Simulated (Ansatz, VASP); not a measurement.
## WC: VASP beside Ansatz

```
W C
1.0
     0.00000    2.19040    2.19040
     2.19040    0.00000    2.19040
     2.19040    2.19040    0.00000
W C
1 1
Direct
  0.50000 0.50000 0.50000
  0.00000 0.00000 0.00000
```

Alike in both runs: task relaxation of cell and atoms; functional PBE; k mesh 16 × 16 × 16; occupations gaussian, width 0.1 eV; no spin polarisation.

|  | VASP | Ansatz |
| --- | --- | --- |
| version | VASP 6.6.1 | Ansatz 0.2.0 |
| potentials or method | VASP PAW PBE potentials, release 64 (W_sv, C) | scalar-relativistic, plane waves, PAW |
| plane-wave cutoff (eV) | 600 | 420 |
| valence electrons in the cell | 18 | 18 |

VASP gave:

| Item | Value |
| --- | --- |
| gap on the k mesh at the Fermi level, each at its own relaxed structure (eV) | none |
| relaxed volume (Å³/atom) | 10.53 |
| relaxed cell length with the largest relative difference (Å) | 3.099 |

Task: What did Ansatz give for the same quantities?

Result: gap on the k mesh at the Fermi level, each at its own relaxed structure (eV): none; relaxed volume (Å³/atom): 10.50; relaxed cell length with the largest relative difference (Å): 3.097.

A gap of «none» marks a metal or a gap that the smearing closes.

Caveats: the bands computed are all filled at some k points, so no gap is given. The runs have no spin-orbit coupling, so splittings on W are missing.
